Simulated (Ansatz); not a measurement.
**Te2Mo in Ansatz: the effect of functional**

The system is Te2Mo.

```
Te Mo
1.0
     6.33000    0.00000    0.00000
     0.00000    3.46900    0.00000
    -0.94679    0.00000   13.82762
Te Mo
8 4
Direct
  0.94370 0.75000 0.60450
  0.05630 0.25000 0.39550
  0.90300 0.25000 0.85140
  0.09700 0.75000 0.14860
  0.41120 0.75000 0.89550
  0.58880 0.25000 0.10450
  0.44320 0.25000 0.64840
  0.55680 0.75000 0.35160
  0.81670 0.75000 0.99260
  0.18330 0.25000 0.00740
  0.68190 0.25000 0.49340
  0.31810 0.75000 0.50660
```

Alike in all runs:

* Program: Ansatz 0.2.0
* Task: band structure
* Potentials or basis: Ansatz PAW
* Cutoff: 420 eV (not typed: the program's choice for these potentials)
* k mesh: 3 × 6 × 2
* Occupations: fermi-dirac, width 0.05 eV
* Spin: no spin polarisation

Question: One run gave: pressure 2.5 GPa; largest force 0.21 eV/Å. Which functional did it use?
A. RPBE
B. BLYP
C. revPBE
D. PBEsol
E. PBE

Answer: E.

| functional | pressure (GPa) | largest force (eV/Å) |
| --- | --- | --- |
| LDA | -3.3 | 0.40 |
| PBE | 2.5 | 0.21 |
| PBEsol | -1.4 | 0.26 |
| RPBE | 4.5 | 0.26 |
| revPBE | 3.9 | 0.23 |
| BLYP | 8.6 | 0.52 |

Caveats: the PAW data sets come from PBE, with cores solved anew for the run's functional, which leaves a small shift of forces and pressure (some runs).
